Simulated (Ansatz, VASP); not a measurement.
**AlN: VASP beside Ansatz**

```
Al N
1.0
     3.08862    0.00000    0.00000
    -1.54431    2.67482    0.00000
     0.00000    0.00000    4.94358
Al N
2 2
Direct
  0.32404 0.66667 0.00152
  0.67596 0.33333 0.50152
  0.34163 0.66667 0.38348
  0.65837 0.33333 0.88348
```

Change from the starting cell: mode 4 frozen in at -0.029 Å, equal normal strain along x, y and z +0.0000.

Alike in both runs: task single point; functional LDA; k mesh 9 × 9 × 6; occupations gaussian, width 0.05 eV; no spin polarisation.

|  | VASP | Ansatz |
| --- | --- | --- |
| version | VASP 6.6.1 | Ansatz 0.2.0 |
| potentials or method | VASP PAW LDA potentials, release 64 (Al, N) | scalar-relativistic, plane waves, PAW |
| plane-wave cutoff (eV) | 520 | 520 |
| valence electrons in the cell | 16 | 16 |

|  | VASP | Ansatz | Ansatz less VASP |
| --- | --- | --- | --- |
| gap on the k mesh at the Fermi level (eV) | 4.41 | 4.41 | -0.008 |
| least direct gap on the mesh (eV) | 4.41 | 4.41 | -0.008 |
| pressure (GPa) | 0.6 | 0.0 | -0.62 |
| largest component of the traceless stress (GPa) | 0.09 | 0.09 | +0.006 |
| rms of the force components (eV/Å) | 0.074 | 0.074 | +0.0001 |

Atom by atom the forces differ by 0.001 eV/Å (rms over components). Ansatz warned: «pseudo_functional_mismatch».

Caveats: an odd mesh through Γ misses points on the zone boundary, where band edges often lie.
